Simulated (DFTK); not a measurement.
Sb:

```xyz
2
Lattice="2.1542 1.2437 3.7580 -2.1542 1.2437 3.7580 0.0000 -2.4875 3.7580" Properties=species:S:1:pos:R:3 pbc="T T T"
Sb    0.0000    0.0000    8.6416
Sb    0.0000    0.0000    2.6324
```

Base run:

```yaml
Program: DFTK 0.8.2
Functional: r2SCAN
Potentials_or_basis: SG15 1.2 (PBE)
Cutoff: 1225 eV
k_mesh: 5 × 5 × 5
Occupations: fermi-dirac, width 0.05 eV
Spin: no spin polarisation
```

Its results: band gap on the k mesh 0.40 eV, indirect (least direct gap 0.59 eV); pressure 0.1 GPa; largest force 0.294 eV/Å.

**Question.** After a change of settings the same cell gave: band gap on the k mesh 0.37 eV, indirect (least direct gap 0.67 eV); pressure -2.3 GPa; largest force 0.158 eV/Å. Which change was it?
A. functional from r2SCAN to LDA
B. potentials or basis from SG15 1.2 (PBE) to in-house norm-conserving set (r2SCAN, scalar relativistic)
C. functional from r2SCAN to PBEsol; k mesh from 5 × 5 × 5 to 6 × 6 × 6

**Answer.** A.

Caveats: the potentials were made for another functional, which shifts forces and pressure; spin-orbit coupling is left out, which moves the levels of the heavy elements; the mesh misses the band edges, which the band path finds closer together.
